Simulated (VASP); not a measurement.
Here is a VASP 6.6.1 calculation.

The input POSCAR:

```
CoO
3.0214
    0.999920897597      0.007961210035     -0.010275369034
    0.007961541007      1.006059111670      0.010436883564
   -0.014358906467      0.014584298669      1.382026874959
Co O
2 2
Direct
    0.0000000000      0.0000000000      0.0000000000
    0.5000000000      0.5000000000      0.5000000000
    0.0000000000      0.0000000000      0.5000000000
    0.5000000000      0.5000000000      0.0000000000
```

The input INCAR.step1:

```
SYSTEM = CoO
AGGAC = 0.0 ; ALGO = Normal
EDIFF = 1E-7 ; ENCUT = 400
GGA = OR ; ISIF = 2
ISMEAR = -1 ; ISPIN = 2
LASPH = .TRUE. ; LCHARG = .TRUE.
LMAXMIX = 4 ; LREAL = .FALSE.
LUSE_VDW = .TRUE. ; LWAVE = .FALSE.
MAGMOM = 2 -2 0 0 ; NELM = 100
PREC = Accurate ; SIGMA = 0.05
```

KPOINTS.step1

```
k-points
0
G
  9 9 7
  0 0 0
```

File INCAR.step2:

```
SYSTEM = CoO
AGGAC = 0.0 ; ALGO = Normal
EDIFF = 1E-7 ; ENCUT = 400
GGA = OR ; ICHARG = 11
ISIF = 2 ; ISMEAR = -5
ISPIN = 2 ; LASPH = .TRUE.
LCHARG = .FALSE. ; LMAXMIX = 4
LORBIT = 11 ; LREAL = .FALSE.
LUSE_VDW = .TRUE. ; LWAVE = .FALSE.
MAGMOM = 2 -2 0 0 ; NEDOS = 2001
NELM = 100 ; PREC = Accurate
SIGMA = 0.05
```

KPOINTS.step2

```
k-points
0
G
  14 14 11
  0 0 0
```

Potentials or basis: VASP PAW PBE potentials, release 64 (Co, O_s).

The run is started by

```sh
$ cat potpaw_PBE.64/Co/POTCAR potpaw_PBE.64/O_s/POTCAR > POTCAR
$ cp INCAR.step1 INCAR
$ cp KPOINTS.step1 KPOINTS
$ mpirun -np 1 vasp_std > vasp.out
$ cp INCAR.step2 INCAR
$ cp KPOINTS.step2 KPOINTS
$ mpirun -np 1 vasp_std > vasp.out
```

Task: What does it give for the site moments?

Result: Co +2.09, -2.09; O -0.07, +0.07 μB.

Task: Predict the net moment.

Result: 0.00 μB per cell.

States per cell in windows of 1 eV (zero at the Fermi level; states under -8 eV left out):
```csv
from (eV),up,down,Co1_d_down,Co2_d_up,Co1_d_up,Co2_d_down,O3_p_down,O4_p_up
-8.0,0.43,0.43,0.02,0.02,0.03,0.03,0.12,0.12
-7.0,1.39,1.39,0.05,0.05,0.11,0.11,0.41,0.41
-6.0,2.01,2.01,0.09,0.09,0.44,0.44,0.60,0.60
-5.0,1.96,1.96,0.24,0.24,0.19,0.19,0.51,0.51
-4.0,0.22,0.22,0.01,0.01,0.04,0.04,0.05,0.05
-3.0,1.00,1.00,0.06,0.06,0.80,0.80,0.04,0.04
-2.0,3.11,3.11,0.19,0.19,2.47,2.47,0.18,0.18
-1.0,2.94,2.94,1.91,1.91,0.57,0.57,0.17,0.17
0.0,1.46,1.46,0.99,0.99,0.21,0.21,0.10,0.10
1.0,1.13,1.13,0.93,0.93,0.01,0.01,0.03,0.03
2.0,0.55,0.55,0.39,0.39,0.00,0.00,0.04,0.04
3.0,0.07,0.07,0.00,0.00,0.00,0.00,0.01,0.01
4.0,0.14,0.14,0.00,0.00,0.00,0.00,0.02,0.02
5.0,0.28,0.28,0.01,0.01,0.00,0.00,0.03,0.03
6.0,0.31,0.31,0.01,0.01,0.00,0.00,0.04,0.04
7.0,0.12,0.12,0.00,0.00,0.00,0.00,0.01,0.01
```
